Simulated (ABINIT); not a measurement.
Runs of ABINIT 10.8.3 (patched build) on SnO. It takes space group P4/nmm (No. 129, tetragonal). The conventional cell has a = 3.814 Å, b = 3.814 Å, c = 4.887 Å, α = 90.00°, β = 90.00°, γ = 90.00°. Around Sn (site symmetry 4mm) lie 4 O at 2.23 Å. O (site symmetry -4m2) is surrounded by 4 Sn at 2.23 Å. The cell is a database's computed one.

```tsv
task	level	potentials or basis	cell	k mesh	cutoff (eV)	cell freedom (optcell)	cutoff smearing ecutsm (Ha)	optimiser (ionmov)	force stop (Ha/bohr)	fine-grid cutoff	mesh quality	gap on the mesh (eV)	pressure (GPa)	largest force (eV/Å)
relaxation of cell and atoms	r2SCAN	JTH PAW PBE v2.0	relaxed	4 × 4 × 3	762	2	0.5	22	0.0005	1360.57 eV	coarse	0.41	-0.1	-
single point	PBEsol	PseudoDojo NC SR PBEsol v0.4.1 standard	atoms moved at random, drawn with an rms of 0.05 Å	7 × 7 × 6	1143	-	-	-	-	-	not flagged	0.58	2.6	0.93
band structure	r2SCAN	JTH PAW PBE v2.0	as given	7 × 7 × 6	762	-	-	-	-	1360.57 eV	not flagged	(a)	-1.1	0.12
band structure	TB-mBJ	JTH PAW LDA v2.0	as given	4 × 4 × 3	762	-	-	-	-	1360.57 eV	coarse	0.41	-	-
```

Alike in all rows: no spin polarisation; smearing fermi-dirac 0.05 eV.

Problem. Fill in the values left out.

Solution. (a) 0.51.

Caveats: some runs use coarse meshes; spin-orbit coupling is left out, which moves the levels of the heavy elements; the PAW data sets were made with another functional, which shifts forces and pressure a little (some runs); an odd mesh through Γ misses points on the zone boundary, where band edges often lie (some runs); the mesh misses the band edges, which the band path finds closer together (some runs); the constant c of TB-mBJ comes from the pseudo density here, which moves gaps by up to 0.3 eV between sets of potentials (some runs).

A k mesh can miss the band edges, and the runs leave out spin-orbit coupling on Sn.
